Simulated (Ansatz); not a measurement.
# CoSi: the cost of one run

Program: Ansatz 0.2.0. Level of theory: DFT PBEsol, scalar-relativistic, plane waves, PAW. These are calculated values, not measurements.

The COD entry's cell or inner coordinates are ideal or old and differ from later refinements, so a difference from it is no clean test against experiment.

1 further run of the same task is left out (set aside as unsound or not needed). Runs told in other sessions of the task aren't counted.

## Step 1: The structure to begin with

The structure is cubic, space group P2_13 (No. 198). The conventional cell has a = 4.386 Å, b = 4.386 Å, c = 4.386 Å, α = 90.00°, β = 90.00°, γ = 90.00°. Co (site symmetry 3) is surrounded by 7 Si at 2.30 to 2.40 Å. Around Si (site symmetry 3) lie 7 Co at 2.30 to 2.40 Å.

Structure file:

```cif
data_structure
_symmetry_space_group_name_H-M 'P2_13'
_symmetry_Int_Tables_number 198
_cell_length_a 4.3858
_cell_length_b 4.3858
_cell_length_c 4.3858
_cell_angle_alpha 90.000
_cell_angle_beta 90.000
_cell_angle_gamma 90.000
_cell_volume 84.36
loop_
_atom_site_label
_atom_site_type_symbol
_atom_site_symmetry_multiplicity
_atom_site_Wyckoff_symbol
_atom_site_fract_x
_atom_site_fract_y
_atom_site_fract_z
_atom_site_occupancy
Co1 Co 4 a 0.14564 0.14564 0.14564 1
Si1 Si 4 a 0.84333 0.84333 0.84333 1
```

This cell was relaxed beforehand with the same method: volume 10.55 Å³/atom, gap on the mesh none (metal).

## Step 2: The reference cell

The reference gives a free energy of -22863.7813 eV, pressure -0.01 GPa, largest force 0.005 eV/Å and gap on the mesh none (metal). It was computed beforehand with the settings of the runs below.

## Step 3: Next: a sublattice displacement scan

Every Co atom is moved by x along the Cartesian unit vector (0.000, 0.000, 1.000); the cell and all other atoms stay fixed. Forces below are components along that vector, summed over the moved atoms.

## Step 4: Point x = -0.200 Å

File input.yaml:

```yaml
crystal:
  lattice:
    - [4.3858255225, 0.0, 0.0]
    - [0.0, 4.3858255225, 0.0]
    - [0.0, 0.0, 4.3858255225]
  atoms:
    - { symbol: Co, position: [0.1456446743, 0.1456446743, 0.100043225] }
    - { symbol: Co, position: [0.3543553257, 0.8543553257, 0.600043225] }
    - { symbol: Co, position: [0.6456446743, 0.3543553257, 0.8087538764] }
    - { symbol: Co, position: [0.8543553257, 0.6456446743, 0.3087538764] }
    - { symbol: Si, position: [0.8433288496, 0.8433288496, 0.8433288496] }
    - { symbol: Si, position: [0.6566711504, 0.1566711504, 0.3433288496] }
    - { symbol: Si, position: [0.3433288496, 0.6566711504, 0.1566711504] }
    - { symbol: Si, position: [0.1566711504, 0.3433288496, 0.6566711504] }
basis:
  ecutwfc: 420
kpoints:
  mp_grid: { grid: [10, 10, 10] }
hamiltonian:
  xc: pbesol
scf:
  occupations: { method: gaussian, width: 0.15 }
output:
  forces: true
  stress: true
  eigenvalues: true
```

Run with:

```console
> ansatz run input.yaml --threads 2 --pin off --max-ram 5120MiB --backend cpu --events-out ev --progress --plain --runs-dir out
```

**Question.** How long does this run take on 2 threads of AMD EPYC 9R45 (Zen 5), shared host, and how much memory does it need?

About 20 s, with a peak of 1.1 GiB.
